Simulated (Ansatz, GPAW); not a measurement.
# Geometry or basis: what sets the conductance of a C3 chain between two Rh chains, part 2 of 4

How well does a C3 chain between two Rh chains conduct once its atoms have relaxed, and how much do cheaper levels lose?

GPAW 26.7.0 and Ansatz 0.2.0; Ansatz plane waves; relaxation of the junction with the lead ends held (the session's first sound run).

So far. Step 2 (Relaxation): The relaxation lowered the energy of the cell by 1.16 eV.

### 3. Plane waves, PBE

Plane waves give the reference curve, free of the bias of atom-centred orbitals.

This step: Ansatz plane waves; Landauer transmission by layers, zero bias (Ansatz 0.2.0).

Input file input.yaml:

```yaml
crystal:
  lattice:
    - [9.0, 0.0, 0.0]
    - [0.0, 9.0, 0.0]
    - [0.0, 0.0, 40.6014]
  atoms:
    - { symbol: Rh, position: [0.5, 0.5, 0.0283241465] }
    - { symbol: Rh, position: [0.5, 0.5, 0.0849724394] }
    - { symbol: Rh, position: [0.5, 0.5, 0.1416207323] }
    - { symbol: Rh, position: [0.5, 0.5, 0.1982690252] }
    - { symbol: Rh, position: [0.5, 0.5, 0.2549173181] }
    - { symbol: Rh, position: [0.5, 0.5, 0.311565611] }
    - { symbol: Rh, position: [0.5265282127, 0.4757172034, 0.3681374502] }
    - { symbol: Rh, position: [0.448715594, 0.5449504594, 0.4239288711] }
    - { symbol: C, position: [0.4886089359, 0.5096732582, 0.4678561957] }
    - { symbol: C, position: [0.4996576043, 0.4991951811, 0.4999799616] }
    - { symbol: C, position: [0.5092515349, 0.4876030892, 0.5321086839] }
    - { symbol: Rh, position: [0.5412556669, 0.4450603325, 0.576018442] }
    - { symbol: Rh, position: [0.4778279068, 0.5285839005, 0.6318630601] }
    - { symbol: Rh, position: [0.5, 0.5, 0.688434389] }
    - { symbol: Rh, position: [0.5, 0.5, 0.7450826819] }
    - { symbol: Rh, position: [0.5, 0.5, 0.8017309748] }
    - { symbol: Rh, position: [0.5, 0.5, 0.8583792677] }
    - { symbol: Rh, position: [0.5, 0.5, 0.9150275606] }
    - { symbol: Rh, position: [0.5, 0.5, 0.9716758535] }
kpoints:
  mp_grid: { grid: [1, 1, 2] }
hamiltonian:
  xc: pbe
scf:
  occupations: { method: fermi_dirac, width: 0.1 }
output:
  transmission:
    leads: [[0, 1]]
    e_range: [-2, 2]
    de: 0.025
    kmesh: [1, 1]
    reduced_basis: true
  write_potential: true
  write_density: true
  volumetric_format: npy
```

Launch:

```sh
ansatz run input.yaml --threads 4 --pin off --max-ram 8192MiB --backend cpu --events-out ev --progress --plain --runs-dir out
```

Numbers of over 12 decimals in the logs are rounded to 6 here.

The program printed:

```text
[...]
Crystal: 19 atoms, lattice volume = 3288.713 Å³
Basis set: ecut = 420 eV, 64147 PW (Γ)
Bands: 171, of which v1, the nominal top of the filled ones, is band 142 counted from 1 (141 counted from 0)
Symmetry: 1 space group operations
[...]
k-points: 2
[...]
SCF iter   1: F=—  HF=-103145.209753 eV  |F-HF|=—  |Δ(HF+E_count)|=         —  Δρ=2.22e-2  dr2=1.49e2  ethr=1.77e-3  ⟨swp⟩=6.0  Hψ=1257  notcnv=0  defer=4
[...]
SCF iter  13: F=-103143.790234 eV  HF=-103143.790234 eV  |F-HF|=1.43e-8  |Δ(HF+E_count)|=   5.85e-8  Δρ=5.14e-7  dr2=2.76e-8  ethr=3.52e-11  ⟨swp⟩=2.0  Hψ=574  notcnv=0
SCF 1 converged in 13 iterations: F = -103143.790234 eV  dr2 = 2.76e-8
[...]
transmission: 51 of 306 steps passed
transmission: 102 of 306 steps passed
[...]
transmission: 306 of 306 steps passed
WARN: The output density's exchange-correlation potential varies sharply where the density is thin. Do not read a vacuum level from v_tot or v_xc, or from such a field of the output density. On a cell that repeats whose density bears no net charge and no dipole along the vacuum's axis use v_es (v_loc + v_h of the components); under efield.dipole_correction with no amplitude use v_es + v_field, which holds any externa [...]
SCF converged after 13 iterations
Free energy (F): -103143.790234 eV
[...]
Internal energy: -103142.222262 eV  (E = F + TS)
E sigma→0 (E₀):  -103143.006248 eV
Entropy (-TS):   -1.567972 eV (-82.525 meV/atom)
Fermi energy:    -3.370077 eV
[...]
--- Band table (eV) ---
  k-point 0: bands = [... 138 lower, -3.5161, -3.4889, -3.4741, -3.4740, -3.4178, -3.2959, -3.2695, -3.1736, ... 25 higher]
  k-point 1: bands = [... 138 lower, -3.5187, -3.4814, -3.4755, -3.4729, -3.4270, -3.3668, -3.3438, -3.2132, ... 25 higher]
--- Transmission ---
  basis      : 717 plane waves across, 51 finite elements along
  points     : 1, standing for a mesh of 1 x 1
  filling    : by the input's occupations and mesh, since the crystals that have channels conduct as metals do. If one of these is a semiconductor, that mesh has misplaced its level
  energies   : 161 from -2.000000 to 2.000000 eV about the Fermi level, 0.025000 eV apart; the leads are filled to 0.000000 eV, and channels, transmission and decay are at 0.000000 eV
  crystal 0  : Rh1, at the sites [0, 1], period 2.3000 Å, over 27.60 Å; its Hamiltonian steps by up to 6.9 meV
    offset         : up to 0.0000 Å between an atom of the period and one for which it stands
    filled         : 70.3 meV over the level at which it is neutral
    channels       : 4.000000e0 a spin
    conductance    : 3.8855e14 S/m² at 300 K; may be off by some 0.0 % by where its bands' edges are placed, 14.6 % from the distance to neutral
  junction   : crystal 0 to crystal 0, 0.70 to 39.00 Å
    transmission   : 8.317909e-1 a spin
    error estimate : 2.192967e-4 a spin from the reduction of the transverse basis, at the most 7.039490e-3 at -1.875000 eV
    conductance    : 8.0595e13 S/m² at 300 K (8.0625e13 on every other energy)
    error estimate : 0.0 % from the energy spacing and 0.0 % from band edges of the leads and from resonances (wavevectors taken as independent; lower de), 0.1 % from the reduction of the transverse basis, 4.1 % from the steps of its leads' Hamiltonians or their offsets (lay more layers), 26.3 % from the distance to neutral
    resistance     : 9.8340e-3 Ω µm² beyond half of each lead's own
```

Elapsed: 100 s, on 4 threads of Intel Xeon Platinum 8559C (Emerald Rapids), shared host; peak memory 5.1 GiB; 4.6 min of CPU time.

The column dr2 measures how far the density is from self-consistency, as an energy; F and HF (Harris–Foulkes) agree once it is small.

Numbers from this step:

```
free energy                                             : -103143.7902 eV
lead level                                              : 0 eV from the Fermi level
transmission at the Fermi level (one spin)              : 0.8318
open channels of the lead at the Fermi level (one spin) : 4
step of the potential along the lead                    : 6.9 meV
offset of the lead                                      : 0 Å
filling of the lead less its bulk value, in size        : 70.3 meV
conductance                                             : 0.8426 G₀
```

One spin. The transmission, zone mean by energy, zero at the Fermi level:

```
energy (eV)  transmission, zone mean
     -2.000                     1.57
     -1.900                     1.63
     -1.800                     1.71
     -1.700                     1.81
     -1.600                     1.90
     -1.500                     1.97
     -1.400                     2.01
     -1.300                     2.02
     -1.200                     2.01
     -1.100                     2.02
     -1.000                     2.03
     -0.925                     2.04
     -0.900                     2.02
     -0.800                     2.03
     -0.700                     1.93
     -0.600                     1.36
     -0.500                     1.04
     -0.400                     1.04
     -0.300                     1.20
     -0.200                     1.25
     -0.100                     1.29
      0.000                    0.832
      0.100                    0.625
      0.200                    0.501
      0.300                    0.433
      0.400                    0.390
      0.500                    0.358
      0.600                    0.332
      0.700                    0.311
      0.800                    0.295
      0.900                    0.278
      1.000                    0.223
      1.100                    0.165
      1.200                    0.117
      1.300                    0.216
      1.400                    0.705
      1.425                    0.961
      1.500                    0.260
      1.600                   0.0131
      1.700                   1.5e-4
      1.800                  0.00136
      1.900                  0.00426
      2.000                  0.00711
```

One spin. Table of open channels, zone mean by energy, zero at the Fermi level:

```
energy (eV)  open channels, zone mean
     -2.000                         3
     -1.800                         3
     -1.600                         3
     -1.400                         3
     -1.200                         5
     -1.000                         5
     -0.800                         6
     -0.600                         6
     -0.400                         6
     -0.200                         6
      0.000                         4
      0.200                         4
      0.400                         4
      0.600                         4
      0.800                         4
      1.000                         3
      1.200                         1
      1.400                         1
      1.600                         1
      1.800                         1
      2.000                         1
```

Crystal 0, spin -, k parallel (0, 0); distinct values, listed up to 1.5 1/Å. Im kz of the slowest decaying states against energy, zero at the Fermi level:

```
energy (eV)  decay 1 (Å⁻¹)  decay 2 (Å⁻¹)  decay 3 (Å⁻¹)  decay 4 (Å⁻¹)
     -2.000          0.595          0.686          0.687           1.31
     -1.800          0.539          0.597          0.598           1.29
     -1.600          0.476          0.485          0.486           1.27
     -1.400          0.324          0.326          0.404           1.25
     -1.200          0.315           1.23           1.23           1.27
     -1.000          0.188           1.21           1.21           1.25
     -0.800           1.19           1.19           1.23           1.34
     -0.600           1.17           1.17           1.21           1.32
     -0.400           1.14           1.19           1.30           1.43
     -0.200           1.12           1.16           1.28           1.42
      0.000          0.225          0.225           1.10           1.10
      0.200          0.392           1.08           1.12           1.23
      0.400          0.496          0.496           1.05           1.09
      0.600          0.573          0.573           1.03           1.07
      0.800          0.634           1.00           1.04           1.16
      1.000         0.0517          0.686          0.980          0.980
      1.200         0.0353         0.0383          0.182          0.729
      1.400          0.113          0.114          0.251          0.767
      1.600          0.148          0.148          0.302          0.800
      1.800          0.169          0.169          0.345          0.830
      2.000          0.181          0.181          0.381          0.856
```

Crystal 0, spin -, k parallel (0, 0). The Re kz of states that move upwards by energy, zero at the Fermi level:

```
energy (eV)  channel 1 (Å⁻¹)  channel 2 (Å⁻¹)  channel 3 (Å⁻¹)  channel 4 (Å⁻¹)  channel 5 (Å⁻¹)  channel 6 (Å⁻¹)
     -2.000           -0.720           -0.719            0.678                -                -                -
     -1.800           -0.678           -0.677            0.703                -                -                -
     -1.600           -0.638           -0.637            0.728                -                -                -
     -1.400           -0.598           -0.598            0.754                -                -                -
     -1.200           -0.560           -0.560            0.188            0.189            0.780                -
     -1.000           -0.522           -0.522            0.437            0.437            0.808                -
     -0.800           -0.485           -0.485            0.168            0.606            0.606            0.836
     -0.600           -0.448           -0.448            0.302            0.757            0.757            0.866
     -0.400           -0.411           -0.411            0.392            0.898            0.913            0.913
     -0.200           -0.374           -0.373            0.464            0.933             1.11             1.11
      0.000           -0.336           -0.336            0.524            0.971                -                -
      0.200           -0.298           -0.297            0.577             1.01                -                -
      0.400           -0.258           -0.257            0.625             1.06                -                -
      0.600           -0.215           -0.214            0.667             1.12                -                -
      0.800           -0.168           -0.167            0.705             1.20                -                -
      1.000           -0.111           -0.110            0.740                -                -                -
      1.200            0.772                -                -                -                -                -
      1.400            0.801                -                -                -                -                -
      1.600            0.829                -                -                -                -                -
      1.800            0.855                -                -                -                -                -
      2.000            0.880                -                -                -                -                -
```

The electrostatic potential energy of an electron (with the applied field's), less the Fermi level, planar mean oscillates, so the rows of the table below give means over windows of 2.26 Å about each position, cut where the curve ends. Its first 14 maxima inside the range that stand out by 2 % of the span (Å: eV): 2.3: 4.89, 4.7: 4.88, 6.9: 4.89, 9.2: 4.88, 11.6: 4.87, 13.8: 4.87, 16.1: 4.73, 18.3: 5.00, 19.6: 4.99, 21.0: 4.99, 22.3: 5.00, 24.5: 4.73, 26.8: 4.87, 29.0: 4.87. Its first 14 minima: 1.1: 2.93, 3.4: 2.94, 5.8: 2.92, 8.0: 2.92, 10.3: 2.93, 12.7: 2.90, 14.9: 2.86, 17.2: 2.94, 19.0: 4.27, 20.3: 4.35, 21.6: 4.27, 23.4: 2.94, 25.7: 2.86, 27.9: 2.90.

Table of electrostatic potential energy of an electron (with the applied field's), less the Fermi level, planar mean by z; means over each step:

```
z (Å)  electrostatic potential energy of an electron (with the applied field's), less the Fermi level, planar mean (eV)
 1.13                                                                                                              3.93
 3.39                                                                                                              3.92
 5.65                                                                                                              3.92
 7.91                                                                                                              3.92
10.17                                                                                                              3.92
12.43                                                                                                              3.91
14.69                                                                                                              3.88
16.95                                                                                                              3.91
19.21                                                                                                              4.67
21.47                                                                                                              4.68
23.73                                                                                                              3.90
25.99                                                                                                              3.88
28.25                                                                                                              3.91
30.51                                                                                                              3.92
32.77                                                                                                              3.92
35.03                                                                                                              3.92
37.29                                                                                                              3.92
39.55                                                                                                              3.83
```

The valence density, planar mean oscillates, so the rows of the table below give means over windows of 2.26 Å about each position, cut where the curve ends. Its first 14 maxima inside the range that stand out by 2 % of the span (Å: e/Å³): 1.1: 0.202, 3.4: 0.199, 5.8: 0.202, 8.0: 0.202, 10.3: 0.200, 12.7: 0.202, 14.9: 0.201, 17.2: 0.200, 20.0: 0.0393, 23.4: 0.200, 25.7: 0.201, 27.9: 0.202, 30.3: 0.200, 32.6: 0.202. Its first 14 minima: 2.3: 0.0221, 4.7: 0.0221, 6.9: 0.0219, 9.2: 0.0220, 11.6: 0.0223, 13.8: 0.0222, 16.1: 0.0205, 18.2: 0.0304, 22.4: 0.0305, 24.5: 0.0204, 26.8: 0.0222, 29.0: 0.0223, 31.4: 0.022, 33.7: 0.0219.

Valence density, planar mean against z; means over each step:

```
z (Å)  valence density, planar mean (e/Å³)
 1.13                               0.0925
 3.39                               0.0925
 5.65                               0.0925
 7.91                               0.0924
10.17                               0.0924
12.43                               0.0923
14.69                               0.0927
16.95                               0.0924
19.21                               0.0367
21.47                               0.0367
23.73                               0.0923
25.99                               0.0926
28.25                               0.0922
30.51                               0.0923
32.77                               0.0924
35.03                               0.0924
37.29                               0.0924
39.55                               0.1000
```

The largest of the program's own error estimates on the conductance is 26 %. T at the Fermi level is 0.832 of 4 open channels a spin.

[end of part 2 of 4]

[Logs are printed without paths, hosts, clocks, repeated set-up lines and the standing remarks that a program may print on its own settings, such as how far it seeks lower states.]

[Hosts, paths, dates, database ids (printed as entryN), source tags and the programs' standing remarks are cut or masked in the printed files.]
